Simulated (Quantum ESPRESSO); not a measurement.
# Pt (Fm-3m) in Quantum ESPRESSO: further runs

Aim: see how the results for Pt move with the level of theory and the settings. Levels: LDA, PBEsol. Tasks: phonons, phonons and electron-phonon coupling.

All numbers are computed with Quantum ESPRESSO 7.5; they aren't measurements. Logs are shortened: lines on timing, memory, paths and dates and some standing lists are left out, and cuts for length are marked.

## 1. The structure

The structure is cubic, space group Fm-3m (No. 225). Conventional cell: a = 3.922 Å, b = 3.922 Å, c = 3.922 Å, α = 90.00°, β = 90.00°, γ = 90.00°. Pt (site symmetry m-3m) is surrounded by 12 Pt at 2.77 Å.

## 2. Phonons, LDA, target pressure 15 GPa, at which the enthalpy is minimised

Contents of pw.in:

```
&CONTROL
  calculation = 'scf'
  prefix = 'pwscf'
  outdir = './tmp'
  pseudo_dir = './pseudo'
  tprnfor = .true.
  tstress = .true.
  disk_io = 'low'
/
&SYSTEM
  ibrav = 0
  nat = 1
  ntyp = 1
  ecutwfc = 45
  ecutrho = 360
  nbnd = 14
  occupations = 'smearing'
  smearing = 'mv'
  degauss = 0.01469973
/
&ELECTRONS
  conv_thr = 2d-10
  electron_maxstep = 120
  mixing_beta = 0.5
/
ATOMIC_SPECIES
Pt   195.0840 pt_lda_v1.4.uspp.F.UPF
CELL_PARAMETERS angstrom
   0.0000000000    1.9609000000    1.9609000000
   1.9609000000    0.0000000000    1.9609000000
   1.9609000000    1.9609000000    0.0000000000
ATOMIC_POSITIONS angstrom
Pt     0.0000000000    0.0000000000    0.0000000000
K_POINTS automatic
10 10 10 0 0 0
```

Contents of relax.in:

```
&CONTROL
  calculation = 'vc-relax'
  prefix = 'pwscf'
  outdir = './tmp'
  pseudo_dir = './pseudo'
  tprnfor = .true.
  tstress = .true.
  disk_io = 'low'
  nstep = 40
  forc_conv_thr = 0.0001
  etot_conv_thr = 1d-06
/
&SYSTEM
  ibrav = 0
  nat = 1
  ntyp = 1
  ecutwfc = 45
  ecutrho = 360
  nbnd = 14
  occupations = 'smearing'
  smearing = 'mv'
  degauss = 0.01469973
/
&ELECTRONS
  conv_thr = 2d-10
  electron_maxstep = 120
  mixing_beta = 0.5
/
&IONS
  ion_dynamics = 'bfgs'
/
&CELL
  cell_dynamics = 'bfgs'
  press = 150
  press_conv_thr = 0.2
/
ATOMIC_SPECIES
Pt   195.0840 pt_lda_v1.4.uspp.F.UPF
CELL_PARAMETERS angstrom
   0.0000000000    1.9609000000    1.9609000000
   1.9609000000    0.0000000000    1.9609000000
   1.9609000000    1.9609000000    0.0000000000
ATOMIC_POSITIONS angstrom
Pt     0.0000000000    0.0000000000    0.0000000000
K_POINTS automatic
10 10 10 0 0 0
```

Contents of scf2.in:

```
&CONTROL
  calculation = 'scf'
  prefix = 'pwscf'
  outdir = './tmp'
  pseudo_dir = './pseudo'
  tprnfor = .true.
  tstress = .true.
  disk_io = 'low'
/
&SYSTEM
  ibrav = 0
  nat = 1
  ntyp = 1
  ecutwfc = 45
  ecutrho = 360
  nbnd = 14
  occupations = 'smearing'
  smearing = 'mv'
  degauss = 0.01469973
/
&ELECTRONS
  conv_thr = 1d-13
  electron_maxstep = 120
  mixing_beta = 0.5
  startingpot = 'file'
  startingwfc = 'file'
/
ATOMIC_SPECIES
Pt   195.0840 pt_lda_v1.4.uspp.F.UPF
CELL_PARAMETERS angstrom
   0.0000000000    1.9179038354    1.9179038354
   1.9179038354    0.0000000000    1.9179038354
   1.9179038354    1.9179038354    0.0000000000
ATOMIC_POSITIONS angstrom
Pt     0.0000000000    0.0000000000    0.0000000000
K_POINTS automatic
10 10 10 0 0 0
```

Contents of ph.in:

```
phonons of Pt
&INPUTPH
  prefix = 'pwscf'
  outdir = './tmp'
  tr2_ph = 1d-18
  fildyn = 'dyn'
  niter_ph = 90
  alpha_mix(1) = 0.4
/
0.5303300859 0.5303300859 0.0000000000
```

Potentials or basis: GBRV 1.5 LDA.

On the command line:

```
$ OMP_NUM_THREADS=1 pw.x -in pw.in > pw.out
$ OMP_NUM_THREADS=1 pw.x -in relax.in > relax.out
$ OMP_NUM_THREADS=1 pw.x -in scf2.in > scf2.out
$ OMP_NUM_THREADS=1 ph.x -in ph.in > ph.out
```

pw.out:

```text
This program is part of the open-source Quantum ESPRESSO suite
     for quantum simulation of materials; please cite
[... 9 lines left out ...]
     --------------------
     sticks:   dense  smooth     PW     G-vecs:    dense   smooth      PW
     Sum         673     349    121                11791     4111     869

     Using Slab Decomposition

     bravais-lattice index     =            0
     lattice parameter (alat)  =       5.2405  a.u.
     unit-cell volume          =     101.7637 (a.u.)^3
     number of atoms/cell      =            1
     number of atomic types    =            1
     number of electrons       =        16.00
     number of Kohn-Sham states=           14
     kinetic-energy cutoff     =      45.0000  Ry
     charge density cutoff     =     360.0000  Ry
     scf convergence threshold =      2.0E-10
     mixing beta               =       0.5000
     number of iterations used =            8  plain     mixing
     Exchange-correlation=  SLA  PZ   NOGX NOGC
                           (   1   1   0   0   0   0   0)

     celldm(1)=   5.240459  celldm(2)=   0.000000  celldm(3)=   0.000000
     celldm(4)=   0.000000  celldm(5)=   0.000000  celldm(6)=   0.000000

[... 8 lines left out ...]
               b(3) = (  0.707107  0.707107 -0.707107 )

     PseudoPot. # 1 for Pt read from file:
     pt_lda_v1.4.uspp.F.UPF
     Pseudo is Ultrasoft + core correction, Zval = 16.0
     Generated by new atomic code, or converted to UPF format
     Using radial grid of  985 points,  6 beta functions with:
                l(1) =   0
                l(2) =   0
                l(3) =   1
                l(4) =   1
                l(5) =   2
                l(6) =   2
     Q(r) pseudized with  8 coefficients,  rinner =    1.300   1.300   1.300
                                                       1.300   1.300

     atomic species   valence    mass     pseudopotential
     Pt               16.00   195.08400     Pt( 1.00)

     48 Sym. Ops., with inversion, found

   Cartesian axes

     site n.     atom                  positions (alat units)
         1        Pt     tau(   1) = (   0.0000000   0.0000000   0.0000000  )

     number of k points=    47  Marzari-Vanderbilt smearing, width (Ry)=  0.0147
                       cart. coord. in units 2pi/alat
        k(    1) = (   0.0000000   0.0000000   0.0000000), wk =   0.0020000
        k(    2) = (   0.0707107   0.0707107  -0.0707107), wk =   0.0160000
        k(    3) = (   0.1414214   0.1414214  -0.1414214), wk =   0.0160000
        k(    4) = (   0.2121320   0.2121320  -0.2121320), wk =   0.0160000
        k(    5) = (   0.2828427   0.2828427  -0.2828427), wk =   0.0160000
        k(    6) = (  -0.3535534  -0.3535534   0.3535534), wk =   0.0080000
[... 39 lines left out ...]
        k(   46) = (  -0.0707107  -0.3535534   0.6363961), wk =   0.0480000
        k(   47) = (  -0.7071068   0.2828427   0.0000000), wk =   0.0240000

     Dense  grid:    11791 G-vectors     FFT dimensions: (  32,  32,  32)

     Smooth grid:     4111 G-vectors     FFT dimensions: (  24,  24,  24)

     Initial potential from superposition of free atoms

     starting charge      15.5000, renormalised to      16.0000

     negative rho (up, down):  1.838E-01 0.000E+00
     Starting wfcs are   12 randomized atomic wfcs +    2 random wfcs

     Self-consistent Calculation

     iteration #  1     ecut=    45.00 Ry     beta= 0.50
     Davidson diagonalization with overlap
     ethr =  1.00E-02,  avg # of iterations =  4.2

     negative rho (up, down):  1.715E-01 0.000E+00

     total energy              =    -210.61812228 Ry
     estimated scf accuracy    <       0.78265058 Ry

     iteration #  2     ecut=    45.00 Ry     beta= 0.50
     Davidson diagonalization with overlap
     ethr =  4.89E-03,  avg # of iterations =  2.0

     negative rho (up, down):  1.722E-01 0.000E+00

     total energy              =    -210.80145010 Ry
     estimated scf accuracy    <       0.01045021 Ry

     iteration #  3     ecut=    45.00 Ry     beta= 0.50
     Davidson diagonalization with overlap
     ethr =  6.53E-05,  avg # of iterations =  2.6

     negative rho (up, down):  1.714E-01 0.000E+00

     total energy              =    -210.80327348 Ry
     estimated scf accuracy    <       0.00063626 Ry

     iteration #  4     ecut=    45.00 Ry     beta= 0.50
     Davidson diagonalization with overlap
     ethr =  3.98E-06,  avg # of iterations =  4.4

     negative rho (up, down):  1.714E-01 0.000E+00

     total energy              =    -210.80332916 Ry
     estimated scf accuracy    <       0.00000602 Ry

     iteration #  5     ecut=    45.00 Ry     beta= 0.50
     Davidson diagonalization with overlap
     ethr =  3.76E-08,  avg # of iterations =  2.1

     negative rho (up, down):  1.714E-01 0.000E+00

     total energy              =    -210.80333115 Ry
     estimated scf accuracy    <       0.00000026 Ry

     iteration #  6     ecut=    45.00 Ry     beta= 0.50
     Davidson diagonalization with overlap
     ethr =  1.63E-09,  avg # of iterations =  2.0

     negative rho (up, down):  1.714E-01 0.000E+00

     total energy              =    -210.80333118 Ry
     estimated scf accuracy    <       0.00000001 Ry

     iteration #  7     ecut=    45.00 Ry     beta= 0.50
     Davidson diagonalization with overlap
     ethr =  7.25E-11,  avg # of iterations =  2.5

     negative rho (up, down):  1.714E-01 0.000E+00

     total energy              =    -210.80333118 Ry
     estimated scf accuracy    <          5.1E-10 Ry

     iteration #  8     ecut=    45.00 Ry     beta= 0.50
     Davidson diagonalization with overlap
     ethr =  3.17E-12,  avg # of iterations =  2.5

     negative rho (up, down):  1.714E-01 0.000E+00

     End of self-consistent calculation

          k = 0.0000 0.0000 0.0000 (   531 PWs)   bands (ev):

   -30.3626 -30.3626 -30.3626  11.9086  18.4066  18.4066  18.4066  20.5930
    20.5930  36.8686  41.7626  41.7626  41.7626  47.2018

          k = 0.0707 0.0707-0.0707 (   534 PWs)   bands (ev):

   -30.4088 -30.3692 -30.3692  12.3088  18.2393  18.5575  18.5575  20.5152
    20.5152  37.4693  40.0183  42.3733  42.3733  48.7815

          k = 0.1414 0.1414-0.1414 (   525 PWs)   bands (ev):

   -30.5287 -30.3865 -30.3865  13.3659  17.9876  18.7916  18.7916  20.5440
    20.5440  37.1010  38.5877  43.9968  43.9968  46.1789

          k = 0.2121 0.2121-0.2121 (   522 PWs)   bands (ev):

   -30.6746 -30.4079 -30.4079  14.4561  18.4320  18.6943  18.6943  21.1227
    21.1227  33.7219  38.0890  44.3349  44.3349  47.1609

          k = 0.2828 0.2828-0.2828 (   516 PWs)   bands (ev):

   -30.7909 -30.4251 -30.4251  14.8229  18.4554  18.4554  20.2255  21.9087
    21.9087  30.0650  36.8799  42.0378  42.0378  49.4250

          k =-0.3536-0.3536 0.3536 (   502 PWs)   bands (ev):

   -30.8349 -30.4316 -30.4316  14.8430  18.3514  18.3514  21.7017  22.2698
    22.2698  27.9853  36.4319  41.1078  41.1078  50.6464

          k = 0.1414-0.0000 0.0000 (   532 PWs)   bands (ev):

   -30.4075 -30.3798 -30.3798  12.4441  18.0644  18.6845  18.6845  20.2115
    20.7343  37.6987  40.6554  41.8112  41.8112  50.0398

          k = 0.2121 0.0707-0.0707 (   526 PWs)   bands (ev):

   -30.4966 -30.4002 -30.3928  13.3008  17.7277  18.9378  18.9904  20.0013
    20.8931  38.3998  38.8298  42.0785  42.9885  47.0671

          k = 0.2828 0.1414-0.1414 (   521 PWs)   bands (ev):

   -30.6296 -30.4228 -30.4141  14.4818  17.7104  18.6857  19.0441  20.7078
    21.3744  35.1473  38.9207  42.0355  43.4655  46.8531

          k = 0.3536 0.2121-0.2121 (   520 PWs)   bands (ev):
[... 74 lines left out ...]
          k =-0.1414-0.5657 0.5657 (   518 PWs)   bands (ev):

   -30.7544 -30.5699 -30.5035  15.8141  16.5687  19.2421  20.6392  22.4445
    25.2998  30.1910  35.2502  36.5525  42.0446  47.2205

          k =-0.0707-0.4950 0.4950 (   515 PWs)   bands (ev):

   -30.7319 -30.6321 -30.4888  16.1528  17.1397  18.7633  20.3271  21.9443
    27.2490  28.7376  33.4877  38.1187  41.2882  49.5398

          k =-0.0000-0.4243 0.4243 (   522 PWs)   bands (ev):

   -30.7060 -30.6365 -30.4614  16.5699  17.6067  18.0024  19.9710  21.1509
    25.4984  31.8959  32.6798  40.4024  40.6886  47.0824

          k = 0.5657-0.0000 0.0000 (   508 PWs)   bands (ev):

   -30.7696 -30.5242 -30.5242  15.2925  15.7911  21.8565  22.0573  22.0573
    22.0693  33.9210  34.7785  34.7785  41.7548  44.8453

          k =-0.0707-0.6364 0.6364 (   512 PWs)   bands (ev):

   -30.7889 -30.5553 -30.5307  15.3521  15.8053  21.1529  21.8101  22.5603
    24.8547  31.0471  33.7203  34.4395  42.8372  45.5719

          k = 0.0000-0.5657 0.5657 (   510 PWs)   bands (ev):

   -30.7604 -30.6110 -30.5172  15.6985  16.3360  19.9602  21.2842  22.2795
    27.7321  28.7338  32.6245  35.7710  42.8616  47.3584

          k =-0.7071 0.0000 0.0000 (   524 PWs)   bands (ev):

   -30.8104 -30.5411 -30.5411  15.1166  15.5719  22.2464  22.7175  22.7175
    23.9473  30.9802  33.5461  33.5461  42.3502  45.7226

          k = 0.2828 0.1414 0.0000 (   527 PWs)   bands (ev):

   -30.5733 -30.4449 -30.4050  14.2807  17.3662  18.7961  19.5030  19.9322
    21.4330  37.2407  39.1852  41.4360  41.9597  46.7344

          k = 0.3536 0.2121-0.0707 (   518 PWs)   bands (ev):

   -30.6753 -30.4859 -30.4257  15.3872  17.4189  18.2821  19.5281  20.7004
    22.5336  34.1239  38.1973  39.7596  43.0458  46.2978

          k =-0.2828-0.4243 0.5657 (   517 PWs)   bands (ev):

   -30.7605 -30.5098 -30.4478  15.7247  17.8352  18.4682  19.2911  21.7335
    24.0290  30.2979  37.5925  38.5419  41.9815  47.5166

          k =-0.2121-0.3536 0.4950 (   522 PWs)   bands (ev):

   -30.7933 -30.5172 -30.4576  15.7254  17.6715  19.1303  19.2315  22.0961
    25.6517  27.7123  37.4802  38.2282  40.8162  49.0287

          k = 0.4243 0.1414-0.0000 (   521 PWs)   bands (ev):

   -30.6805 -30.5028 -30.4646  15.6553  16.6411  18.5412  20.7166  20.7803
    22.5015  35.2290  36.9880  38.8351  43.0568  44.1597

          k =-0.2121-0.4950 0.6364 (   517 PWs)   bands (ev):

   -30.7328 -30.5501 -30.4845  16.1311  16.9107  18.2325  20.4356  21.8472
    24.3020  31.7001  35.9121  37.3907  42.8241  46.3176

          k =-0.1414-0.4243 0.5657 (   515 PWs)   bands (ev):

   -30.7495 -30.5900 -30.4900  16.3374  17.1917  18.3712  20.0503  22.1064
    26.9515  28.3084  35.3781  36.9318  42.0614  48.0634

          k =-0.0707-0.3536 0.4950 (   518 PWs)   bands (ev):

   -30.7324 -30.6039 -30.4747  16.6403  17.2582  18.0827  19.9660  21.6274
    25.8299  30.1601  34.3763  38.1071  42.3464  47.0035

          k = 0.0000-0.2828 0.4243 (   520 PWs)   bands (ev):

   -30.7072 -30.5629 -30.4484  16.5195  17.2731  17.6852  20.1181  20.7708
    24.1188  32.8789  35.1369  39.0696  44.0734  44.6252

          k =-0.1414-0.5657 0.7071 (   520 PWs)   bands (ev):

   -30.7575 -30.5494 -30.5199  15.6986  16.1042  19.7097  21.6214  22.0521
    24.3505  32.3013  34.2828  35.6135  43.5609  44.8807

          k =-0.0707-0.4950 0.6364 (   510 PWs)   bands (ev):

   -30.7491 -30.6038 -30.5247  15.9729  16.4998  19.2308  21.0031  22.4269
    27.0888  29.6568  33.1569  35.2039  43.8962  47.0876

          k = 0.0000-0.4243 0.5657 (   520 PWs)   bands (ev):

   -30.6957 -30.6705 -30.5056  16.4124  17.1150  18.4194  20.4129  22.0672
    27.3726  30.2995  31.8397  36.6227  43.1883  47.8574

          k =-0.7071 0.1414 0.0000 (   504 PWs)   bands (ev):

   -30.7850 -30.5672 -30.5423  15.5021  15.9102  20.6551  21.6646  22.7190
    26.2897  30.1028  33.0966  34.0236  44.0448  45.5821

          k =-0.1414-0.4243 0.7071 (   515 PWs)   bands (ev):

   -30.7227 -30.6152 -30.5104  16.6381  17.0162  17.8874  20.6232  22.0431
    26.2701  31.3423  32.7085  36.0994  44.9086  45.7091

          k =-0.0707-0.3536 0.6364 (   512 PWs)   bands (ev):

   -30.7014 -30.6537 -30.5241  16.6949  17.3076  17.8199  20.2569  22.3843
    28.1634  29.4644  32.5023  35.2364  44.7761  46.9803

          k =-0.7071 0.2828 0.0000 (   512 PWs)   bands (ev):

   -30.7183 -30.6351 -30.5442  16.3445  16.9082  18.5190  20.4677  22.7211
    29.1541  29.3066  31.5995  34.2767  46.0117  47.7275

     the Fermi energy is    22.2391 ev

!    total energy              =    -210.80333118 Ry
     estimated scf accuracy    <          3.1E-12 Ry
     smearing contrib. (-TS)   =       0.00006997 Ry
     internal energy E=F+TS    =    -210.80340115 Ry

     The total energy is F=E-TS. E is the sum of the following terms:
     one-electron contribution =     -20.12276320 Ry
     hartree contribution      =      24.48306127 Ry
     xc contribution           =     -56.79041187 Ry
     ewald contribution        =    -158.37328735 Ry

     convergence has been achieved in   8 iterations

     negative rho (up, down):  1.714E-01 0.000E+00

     Forces acting on atoms (cartesian axes, Ry/au):

     atom    1 type  1   force =     0.00000000    0.00000000    0.00000000

     Total force =     0.000000     Total SCF correction =     0.000000

     Computing stress (Cartesian axis) and pressure

     negative rho (up, down):  1.714E-01 0.000E+00
          total   stress  (Ry/bohr**3)                   (kbar)     P=      -71.01
  -0.00048269   0.00000000  -0.00000000          -71.01        0.00       -0.00
   0.00000000  -0.00048269   0.00000000            0.00      -71.01        0.00
  -0.00000000  -0.00000000  -0.00048269           -0.00       -0.00      -71.01

=------------------------------------------------------------------------------=
   JOB DONE.
=------------------------------------------------------------------------------=
```

Run time: 5 min. Hardware: 1 thread of Arm Neoverse V2, shared host; peak memory 0.09 GiB.

What came out:

```yaml
Free_energy: -2868.1029 eV
Relaxed_volume: 14.11 Å³/atom
Relaxed_cell: a = 2.712 Å, b = 2.712 Å, c = 2.712 Å, α = 60.00°, β = 60.00°, γ = 60.00°
Space_group_after_relaxing_to_0.05_Å: Fm-3m (No. 225)
Pressure_after_relaxing: 14.7 GPa
Band_gap_on_the_k_mesh: none (metal or under the smearing width)
Highest_phonon_frequency_at_the_q_point_run: 213 cm⁻¹
```

The path:
| step | energy change (eV) | largest force (eV/Å) | pressure (GPa) | volume (Å³) |
| --- | --- | --- | --- | --- |
| 1 | 0.0000 | 0.0000 | -7.10 | 15.08 |
| 2 | 0.1244 | 0.0000 | 36.27 | 13.44 |
| 3 | 0.0119 | 0.0000 | 12.56 | 14.20 |
| 4 | 0.0189 | 0.0000 | 14.78 | 14.12 |
| 5 | 0.0197 | 0.0000 | 15.00 | 14.11 |

Final structure:
```cif
data_structure
_symmetry_space_group_name_H-M 'P 1'
_symmetry_Int_Tables_number 1
_cell_length_a 2.7123
_cell_length_b 2.7123
_cell_length_c 2.7123
_cell_angle_alpha 60.000
_cell_angle_beta 60.000
_cell_angle_gamma 60.000
_cell_volume 14.11
loop_
_atom_site_label
_atom_site_type_symbol
_atom_site_fract_x
_atom_site_fract_y
_atom_site_fract_z
_atom_site_occupancy
Pt1 Pt 0.00000 0.00000 0.00000 1
```

Levels at points of the mesh, in eV from the Fermi level:
```tsv
k point	band 4	band 5	band 6	band 7	band 8	band 9	band 10	band 11	band 12	band 13
(0.00, 0.00, 0.00)	-11.10	-4.26	-4.26	-4.26	-1.83	-1.83	14.42	19.69	19.69	19.69
(0.00, 0.00, -0.50)	-8.12	-4.34	-4.34	-0.81	0.05	0.05	6.29	14.01	19.32	19.32
(0.00, -0.50, -0.50)	-7.90	-7.40	0.02	0.55	0.55	1.59	9.50	11.52	11.52	20.94
```

Phonon frequencies in cm⁻¹ (negative: imaginary):
| q point | frequencies |
| --- | --- |
| (0.375, 0.375, 0.750) | 137 183 213 |

Phonon modes at q = (0.375, 0.375, 0.750) in reciprocal lattice units:
```csv
mode,symmetry,cm⁻¹
1,B_1,137
2,A_1,183
3,B_2,213
```

Caveat: the mesh is thin for the phonons of a metal; the cell is more than 3 GPa from zero pressure, which shifts response properties; the q point doesn't lie on the k mesh, which can shift a metal's frequencies strongly unless the mesh is converged. The run has no spin-orbit coupling, so splittings on Pt are missing.

[end of part 1 of 3]
